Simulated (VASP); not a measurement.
# InSb (I-4m2) in VASP: notebook

Aim: see how the results for InSb move with the level of theory and the settings. Levels: PBEsol, LDA, PBE. Tasks: relaxation of cell and atoms.

All numbers are computed with VASP 6.6.1; they aren't measurements. Logs are shortened: lines on timing, memory, paths and dates and some standing lists are left out, and cuts for length are marked.

### 1 The crystal as given

The structure is tetragonal, space group I-4m2 (No. 119). Conventional cell: a = 5.889 Å, b = 5.889 Å, c = 3.273 Å, α = 90.00°, β = 90.00°, γ = 90.00°. In (site symmetry -4m2) is surrounded by 4 Sb at 3.06 Å and 2 In at 3.27 Å. Sb (site symmetry -4m2) is surrounded by 4 In at 3.06 Å and 2 Sb at 3.27 Å.

Measurements of this composition are mostly on another form, of space group No. 216.

### 2 Relaxation of cell and atoms, PBEsol

Input file INCAR:

```
SYSTEM = InSb
ALGO = Normal
EDIFF = 1E-7
EDIFFG = -0.005
ENCUT = 600
GGA = PS
IBRION = 2
ISIF = 3
ISMEAR = 0
LASPH = .TRUE.
LCHARG = .FALSE.
LREAL = .FALSE.
LWAVE = .FALSE.
NELM = 80
NSW = 90
PREC = Accurate
SIGMA = 0.1
```

Input file KPOINTS:

```
k-points
0
G
  14 14 14
  0 0 0
```

Input file POSCAR:

```
InSb
1.0
   -2.9447400000      2.9447400000      1.6363770000
    2.9447400000     -2.9447400000      1.6363770000
    2.9447400000      2.9447400000     -1.6363770000
In Sb
1 1
Direct
    0.7500000000      0.2500000000      0.5000000000
    0.0000000000      0.0000000000      0.0000000000
```

Potentials or basis: VASP PAW PBE potentials, release 64 (In_d, Sb).

Command:

```sh
> cat potpaw_PBE.64/In_d/POTCAR potpaw_PBE.64/Sb/POTCAR > POTCAR
> mpirun -np 1 vasp_std > vasp.out
```

OUTCAR:

```text
SYSTEM = InSb
   EDIFF = 1E-7
   EDIFFG = -0.005
   ENCUT = 600
   GGA = PS
   IBRION = 2
   ISIF = 3
   ISMEAR = 0
   LASPH = .TRUE.
   LREAL = .FALSE.
   NELM = 80
   NSW = 90
   PREC = Accurate

 ion  position               nearest neighbor table
   1  0.750  0.250  0.500-   2 3.06   2 3.06   2 3.06   2 3.06   2 3.83   2 3.83   2 3.83   2 3.83

   2  0.000  0.000  0.000-   1 3.06   1 3.06   1 3.06   1 3.06   1 3.83   1 3.83   1 3.83   1 3.83

  LATTYP: Found a body centered tetragonal cell.
 ALAT       =     5.8894800000
 C/A-ratio  =     0.5556949001

  Lattice vectors:

 A1 = (  -2.9447400000,   2.9447400000,   1.6363770000)
 A2 = (   2.9447400000,  -2.9447400000,   1.6363770000)
 A3 = (   2.9447400000,   2.9447400000,  -1.6363770000)

Analysis of symmetry for initial positions (statically):
=====================================================================
 Subroutine PRICEL returns:
 Original cell was already a primitive cell.

 Routine SETGRP: Setting up the symmetry group for a
 body centered tetragonal supercell.

 Subroutine GETGRP returns: Found  8 space group operations
 (whereof  8 operations were pure point group operations)
 out of a pool of 16 trial point group operations.

The static configuration has the point symmetry D_2d.

Analysis of symmetry for dynamics (positions and initial velocities):
=====================================================================
 Subroutine PRICEL returns:
 Original cell was already a primitive cell.

 Routine SETGRP: Setting up the symmetry group for a
 body centered tetragonal supercell.

 Subroutine GETGRP returns: Found  8 space group operations
 (whereof  8 operations were pure point group operations)
 out of a pool of 16 trial point group operations.

The dynamic configuration has the point symmetry D_2d.

 Subroutine INISYM returns: Found  8 space group operations
 (whereof  8 operations are pure point group operations),
 and found     1 'primitive' translations

----------------------------------------------------------------------------------------

                                     Primitive cell

  volume of cell :      56.7593

  direct lattice vectors                    reciprocal lattice vectors
    -2.944740000  2.944740000  1.636377000     0.000000000  0.169794277  0.305553060
     2.944740000 -2.944740000  1.636377000     0.169794277  0.000000000  0.305553060
     2.944740000  2.944740000 -1.636377000     0.169794277  0.169794277  0.000000000

  length of vectors
     4.474451589  4.474451589  4.474451589     0.349560823  0.349560823  0.240125370

  position of ions in fractional coordinates (direct lattice)
     0.750000000  0.250000000  0.500000000
     0.000000000  0.000000000  0.000000000

  ion indices of the primitive-cell ions
   primitive index   ion index
                 1           1
                 2           2

----------------------------------------------------------------------------------------

 KPOINTS: k-points

Automatic generation of k-mesh.
 Grid dimensions read from file:
 generate k-points for:   14   14   14

 Generating k-lattice:

  Cartesian coordinates                     Fractional coordinates (reciprocal lattice)
     0.000000000  0.012128163  0.021825219     0.071428571  0.000000000 -0.000000000
     0.012128163  0.000000000  0.021825219     0.000000000  0.071428571 -0.000000000
     0.012128163  0.012128163  0.000000000     0.000000000  0.000000000  0.071428571

  Length of vectors
     0.024968630  0.024968630  0.017151812

  Shift w.r.t. Gamma in fractional coordinates (k-lattice)
     0.000000000  0.000000000  0.000000000

 Subroutine IBZKPT returns following result:
 ===========================================

 Found    244 irreducible k-points:

 Following reciprocal coordinates:
            Coordinates               Weight
  0.000000  0.000000  0.000000      1.000000
  0.071429  0.000000 -0.000000      8.000000
  0.142857 -0.000000  0.000000      8.000000
  0.214286 -0.000000  0.000000      8.000000
  0.285714 -0.000000  0.000000      8.000000
  0.357143 -0.000000  0.000000      8.000000
[... 16 lines left out ...]
  0.214286  0.142857  0.000000     16.000000
  0.285714  0.142857  0.000000     16.000000
 [... further k-points ...]
   k-points           NKPTS =    244   k-points in BZ     NKDIM =    244   number of bands    NBANDS=     13
   number of dos      NEDOS =    301   number of ions     NIONS =      2
   total plane-waves  NPLWV =  46656
   dimension x,y,z NGX =    36 NGY =   36 NGZ =   36
   dimension x,y,z NGXF=    72 NGYF=   72 NGZF=   72
   ions per type =               1   1
   NGX,Y,Z   is equivalent  to a cutoff of  13.38, 13.38, 13.38 a.u.
   NGXF,Y,Z  is equivalent  to a cutoff of  26.75, 26.75, 26.75 a.u.
 SYSTEM =  InSb
   PREC   = accura    normal or accurate (medium, high low for compatibility)
   ISTART =      0    job   : 0-new  1-cont  2-samecut
   ICHARG =      2    charge: 1-file 2-atom 10-const
   ISPIN  =      1    spin polarized calculation?
   LNONCOLLINEAR =      F non collinear calculations
   LSORBIT =      F    spin-orbit coupling
   LASPH  =      T    aspherical Exc in radial PAW
   ENCUT  =  600.0 eV  44.10 Ry    6.64 a.u.   8.94  8.94  8.94*2*pi/ulx,y,z
   NELM   =     80;   NELMIN=  2; NELMDL= -5     # of ELM steps
   EDIFF  = 0.1E-06   stopping-criterion for ELM
   LREAL  =      F    real-space projection
   EDIFFG = -.5E-02   stopping-criterion for IOM
   NSW    =     90    number of steps for IOM
   IBRION =      2    ionic relax: 0-MD 1-quasi-New 2-CG
   NFREE  =      1    steps in history (QN), initial steepest desc. (CG)
   ISIF   =      3    stress and relaxation
   ISYM   =      2    0-nonsym 1-usesym 2-fastsym
   POTIM  = 0.5000    time-step for ionic-motion
   TEBEG  =    0.0;   TEEND  =   0.0 temperature during run
   PSTRESS=    0.0 pullay stress
   NELECT =      18.0000    total number of electrons
   NUPDOWN=      -1.0000    fix difference up-down
   EMIN   =  10.00;   EMAX   =-10.00  energy-range for DOS
   EFERMI =   0.00;   METHOD = LEGACY
   ISMEAR =     0;   SIGMA  =   0.10  broadening in eV -4-tet -1-fermi 0-gaus
   EFERMI_NEDOS =   21; number of points for ismear=-14 and -15
   IALGO  =     38    algorithm
   IMIX   =      4    mixing-type and parameters
     AMIX     =   0.40;   BMIX     =  1.00
     AMIX_MAG =   1.60;   BMIX_MAG =  1.00
  volume/ion in A,a.u.               =      28.38       191.52
  Fermi-wavevector in a.u.,A,eV,Ry     =   1.116400  2.109690 16.957613  1.246349
  Thomas-Fermi vector in A             =   2.253014
   LORBIT       =      0    0 simple, 1 ext, 2 COOP (PROOUT), +10 PAW based schemes
   GGA     = PS    functional components
   LHFCALC =     F    Hartree Fock is set to
   AEXX    =    0.0000 exact exchange contribution
   IVDW    =     0    specifies the selected vdW correction
   LEPSILON=     F    determine dielectric tensor
   LRPA    =     F    only Hartree local field effects (RPA)
 conjugate gradient relaxation of ions
 non-spin polarized calculation
 Gauss-broadening in eV      SIGMA  =   0.10
  energy-cutoff  :      600.00
  volume of cell :       56.76
 maximum number of plane-waves:      1934
   NGX = 17   NGY = 17   NGZ = 17

--------------------------------------- Ionic step        1  -------------------------------------------

 number of electron      17.9999998 magnetization

 Free energy of the ion-electron system (eV)
  ---------------------------------------------------
  ext. energy  EPLUGINS =         0.00000000
  ---------------------------------------------------
  free energy    TOTEN  =        -7.54854673 eV

  energy without entropy =       -7.54354044  energy(sigma->0) =       -7.54604359

 E-fermi :   6.8845     XC(G=0):  -9.9986

 val. band max:        6.8700025260   @ k =  -0.2143  -0.3571   0.0714
 cond. band min:       6.8934957199   @ k =   0.1429   0.0714   0.0714
 fundamental gap:      0.0234931939
 Fermi energy:         6.8845481134

 k-point     1 :       0.0000    0.0000    0.0000
  band No.  band energies     occupation
      1      -7.7415      2.00000
      2      -7.5335      2.00000
      3      -7.5291      2.00000
      4      -7.4539      2.00000
      5      -7.4539      2.00000
      6      -4.3417      2.00000
      7       3.7200      2.00000
      8       4.9637      2.00000
      9       4.9637      2.00000
     10      10.2141      0.00000
     11      11.2276      0.00000
     12      13.3541      0.00000
     13      13.3541      0.00000
[... 354 lines left out ...]
  band No.  band energies     occupation
      1      -7.5994      2.00000
      2      -7.5915      2.00000
      3      -7.5429      2.00000
      4      -7.4853      2.00000
      5      -7.4029      2.00000
      6      -1.7451      2.00000
      7       2.7487      2.00000
      8       4.4867      2.00000
      9       5.5210      2.00000
     10       7.0504      0.01901
     11       8.6305      0.00000
     12      10.0753      0.00000
     13      11.2918      0.00000

 [... further k-points ...]

------------------------ aborting loop because EDIFF is reached ----------------------------------------

  FORCE on cell =-STRESS in cart. coord.  units (eV):
  Direction    XX          YY          ZZ          XY          YZ          ZX
  --------------------------------------------------------------------------------------
  -------------------------------------------------------------------------------------
  Total       -0.9047695     -0.9047695     -1.1790218      0.0000000      0.0000000      0.0000000
  in kB      -25.5394327    -25.5394327    -33.2809052      0.0000000      0.0000000      0.0000000
  external PRESSURE =     -28.1199235 kB  Pullay stress =       0.0000000 kB
[... 203 lines left out ...]
--------------------------------------- Ionic step        7  -------------------------------------------

 number of electron      17.9999995 magnetization

 Free energy of the ion-electron system (eV)
  ---------------------------------------------------
  ext. energy  EPLUGINS =         0.00000000
  ---------------------------------------------------
  free energy    TOTEN  =        -7.58103211 eV

  energy without entropy =       -7.57650945  energy(sigma->0) =       -7.57877078

 E-fermi :   7.6219     XC(G=0): -10.2670

 val. band max:        7.6032360484   @ k =  -0.2857   0.5000   0.1429
 cond. band min:       7.6324080918   @ k =  -0.2857  -0.4286   0.0714
 fundamental gap:      0.0291720435
 Fermi energy:         7.6218727116

 k-point     1 :       0.0000    0.0000    0.0000
  band No.  band energies     occupation
      1      -7.1382      2.00000
      2      -6.8841      2.00000
      3      -6.8819      2.00000
      4      -6.7706      2.00000
      5      -6.7706      2.00000
      6      -4.0488      2.00000
      7       4.4208      2.00000
      8       5.4555      2.00000
      9       5.4555      2.00000
     10      10.7814      0.00000
     11      12.5214      0.00000
     12      14.2287      0.00000
     13      14.2287      0.00000
[... 354 lines left out ...]
  band No.  band energies     occupation
      1      -6.9623      2.00000
      2      -6.9528      2.00000
      3      -6.8929      2.00000
      4      -6.8262      2.00000
      5      -6.7067      2.00000
      6      -1.1285      2.00000
      7       3.3794      2.00000
      8       5.1033      2.00000
      9       6.1429      2.00000
     10       7.8047      0.00971
     11       9.4827      0.00000
     12      10.7799      0.00000
     13      12.0421      0.00000

 [... further k-points ...]

------------------------ aborting loop because EDIFF is reached ----------------------------------------

  FORCE on cell =-STRESS in cart. coord.  units (eV):
  Direction    XX          YY          ZZ          XY          YZ          ZX
  --------------------------------------------------------------------------------------
  -------------------------------------------------------------------------------------
  Total       -0.0053869     -0.0053869     -0.0042188      0.0000000      0.0000000      0.0000000
  in kB       -0.1613724     -0.1613724     -0.1263802      0.0000000      0.0000000      0.0000000
  external PRESSURE =      -0.1497084 kB  Pullay stress =       0.0000000 kB
[... 17 lines left out ...]
  FREE ENERGIE OF THE ION-ELECTRON SYSTEM (eV)
  ---------------------------------------------------
  free  energy   TOTEN  =        -7.5810321144 eV

  energy  without entropy=       -7.5765094507  energy(sigma->0) =       -7.57877078

 reached required accuracy - stopping structural energy minimisation
```

Wall time 4.8 min (1 thread of Intel Xeon 6975P-C (Granite Rapids), shared host); peak memory 0.41 GiB.

What came out:

- Free energy: -7.5810 eV
- Relaxed volume: 26.74 Å³/atom
- Relaxed cell: a = 4.402 Å, b = 4.402 Å, c = 4.402 Å, α = 97.45°, β = 97.45°, γ = 137.79°
- Space group after relaxing (to 0.05 Å): I-4m2 (No. 119)
- Energy gained by relaxing: 16.2 meV/atom
- Ionic steps: 7
- Pressure after relaxing: 0.0 GPa
- Band gap on the k mesh: none (metal or under the smearing width)

The path:
| step | energy change (eV) | largest force (eV/Å) | pressure (GPa) | volume (Å³) |
| --- | --- | --- | --- | --- |
| 1 | 0.0000 | 0.0000 | -2.81 | 56.76 |
| 2 | -0.0298 | 0.0000 | 0.79 | 52.76 |
| 3 | -0.0314 | 0.0000 | 0.06 | 53.45 |
| 4 | -0.0322 | 0.0000 | 0.04 | 53.44 |
| 5 | -0.0325 | 0.0000 | 0.03 | 53.44 |
| 6 | -0.0325 | 0.0000 | 0.03 | 53.44 |
| 7 | -0.0325 | 0.0000 | -0.01 | 53.48 |

Final structure:
```xyz
2
Lattice="-2.9041 2.9041 1.5853 2.9041 -2.9041 1.5853 2.9041 2.9041 -1.5853" Properties=species:S:1:pos:R:3 pbc="T T T"
In    0.0000    2.9041    0.7927
Sb    0.0000    0.0000    0.0000
```

Caveat: the PAW data sets were made with another functional, which shifts forces and pressure a little.

### 3 Relaxation of cell and atoms, LDA

INCAR: that of step 2 with these lines changed.

```diff
@@ -5,3 +5,2 @@
 ENCUT = 600
-GGA = PS
 IBRION = 2
```

KPOINTS is that of step 2.

POSCAR is that of step 2.

Potentials or basis: VASP PAW LDA potentials, release 64 (In_d, Sb).

Command:

```sh
> cat potpaw_LDA.64/In_d/POTCAR potpaw_LDA.64/Sb/POTCAR > POTCAR
> mpirun -np 1 vasp_std > vasp.out
```

It took 5.1 min on 1 thread of Intel Xeon 6975P-C (Granite Rapids), shared host; peak memory 0.38 GiB.

It converged, with:

| Item | Value |
| --- | --- |
| Free energy | -8.0862 eV |
| Relaxed volume | 26.04 Å³/atom |
| Relaxed cell | a = 4.364 Å, b = 4.364 Å, c = 4.364 Å, α = 97.45°, β = 97.45°, γ = 137.80° |
| Space group after relaxing (to 0.05 Å) | I-4m2 (No. 119) |
| Energy gained by relaxing | 33.9 meV/atom |
| Ionic steps | 8 |
| Pressure after relaxing | 0.0 GPa |
| Band gap on the k mesh | none (metal or under the smearing width) |

The path:
```csv
step,energy change (eV),largest force (eV/Å),pressure (GPa),volume (Å³)
1,0.0000,0.0000,-4.13,56.76
2,-0.0619,0.0000,1.38,50.96
3,-0.0664,0.0000,0.04,52.05
4,-0.0675,0.0000,0.03,52.04
5,-0.0678,0.0000,0.03,52.03
6,-0.0678,0.0000,0.03,52.03
7,-0.0678,0.0000,0.03,52.03
8,-0.0678,0.0000,-0.02,52.07
```

Final structure:
```xyz
2
Lattice="-2.8786 2.8786 1.5710 2.8786 -2.8786 1.5710 2.8786 2.8786 -1.5710" Properties=species:S:1:pos:R:3 pbc="T T T"
In    0.0000    2.8786    0.7855
Sb    0.0000    5.7572    0.0000
```

Levels at points of the mesh, in eV from the Fermi level:
| k point | band 6 | band 7 | band 8 | band 9 | band 10 | band 11 | band 12 | band 13 |
| --- | --- | --- | --- | --- | --- | --- | --- | --- |
| (0.00, 0.00, 0.00) | -11.87 | -3.21 | -2.23 | -2.23 | 3.22 | 5.00 | 6.68 | 6.68 |
| (0.50, 0.00, 0.00) | -8.18 | -5.25 | -2.23 | -1.36 | -1.31 | 2.48 | 3.10 | 5.15 |
| (0.50, 0.50, 0.00) | -10.64 | -7.84 | -0.41 | 1.66 | 1.75 | 2.04 | 4.42 | 7.73 |
| (0.50, 0.50, 0.50) | -9.50 | -5.70 | -5.01 | -5.01 | 3.90 | 5.85 | 9.51 | 9.51 |

The run has no spin-orbit coupling, so splittings on Sb are missing.

### 4 Relaxation of cell and atoms, PBE

INCAR: that of step 3 with these lines changed.

```diff
@@ -5,2 +5,3 @@
 ENCUT = 600
+GGA = PE
 IBRION = 2
```

KPOINTS is that of step 3.

POSCAR is that of step 3.

Potentials or basis: VASP PAW PBE potentials, release 64 (In_d, Sb).

Command:

```sh
> cat potpaw_PBE.64/In_d/POTCAR potpaw_PBE.64/Sb/POTCAR > POTCAR
> mpirun -np 1 vasp_std > vasp.out
```

Run time: 3.9 min. Hardware: 1 thread of Intel Xeon 6975P-C (Granite Rapids), shared host; peak memory 0.41 GiB.

Results (log left out):

- Free energy: -6.6955 eV
- Relaxed volume: 28.31 Å³/atom
- Relaxed cell: a = 4.486 Å, b = 4.486 Å, c = 4.486 Å, α = 97.47°, β = 97.47°, γ = 137.73°
- Space group after relaxing (to 0.05 Å): I-4m2 (No. 119)
- Energy gained by relaxing: 0.9 meV/atom
- Ionic steps: 6
- Pressure after relaxing: 0.0 GPa
- Band gap on the k mesh: none (metal or under the smearing width)

Step by step:
```
step  energy change (eV)  largest force (eV/Å)  pressure (GPa)  volume (Å³)
   1              0.0000                0.0000           -0.07        56.76
   2             -0.0012                0.0000            0.00        56.66
   3             -0.0017                0.0000            0.06        56.55
   4             -0.0017                0.0000            0.07        56.54
   5             -0.0017                0.0000           -0.03        56.67
   6             -0.0017                0.0000            0.00        56.63
```

Final structure:
```
CELL_PARAMETERS angstrom
-2.95844 2.95844 1.61745
2.95844 -2.95844 1.61745
2.95844 2.95844 -1.61745
ATOMIC_POSITIONS crystal
In 0.75000 0.25000 0.50000
Sb 0.00000 0.00000 0.00000
```

Levels at points of the mesh, in eV from the Fermi level:
```tsv
k point	band 5	band 6	band 7	band 8	band 9	band 10	band 11	band 12	band 13
(0.00, 0.00, 0.00)	-14.44	-11.26	-3.29	-2.00	-2.00	3.29	4.55	6.37	6.37
(0.50, 0.00, 0.00)	-14.37	-8.05	-4.85	-2.16	-1.23	-1.18	2.54	2.93	4.85
(0.50, 0.50, 0.00)	-14.43	-10.19	-7.31	-0.40	1.64	1.79	1.83	4.10	7.47
(0.50, 0.50, 0.50)	-14.43	-9.28	-5.40	-4.55	-4.55	3.59	5.67	8.87	8.87
```

The run has no spin-orbit coupling, so splittings on Sb are missing.

### 5 Overview

```csv
level,potentials or basis,gap on the mesh (eV),pressure (GPa),relaxed volume (Å³/atom)
PBEsol,"VASP PAW PBE potentials, release 64 (In_d, Sb)",none,0.0,26.74
LDA,"VASP PAW LDA potentials, release 64 (In_d, Sb)",none,0.0,26.04
PBE,"VASP PAW PBE potentials, release 64 (In_d, Sb)",none,0.0,28.31
```

Alike in all rows: task relaxation of cell and atoms; no spin polarisation; cell relaxed; k mesh 14 × 14 × 14; cutoff (eV) 600; smearing gaussian 0.1 eV.

Caveats: the PAW data sets were made with another functional, which shifts forces and pressure a little (some runs).

Absolute energies hang on the potentials; compare differences alone.
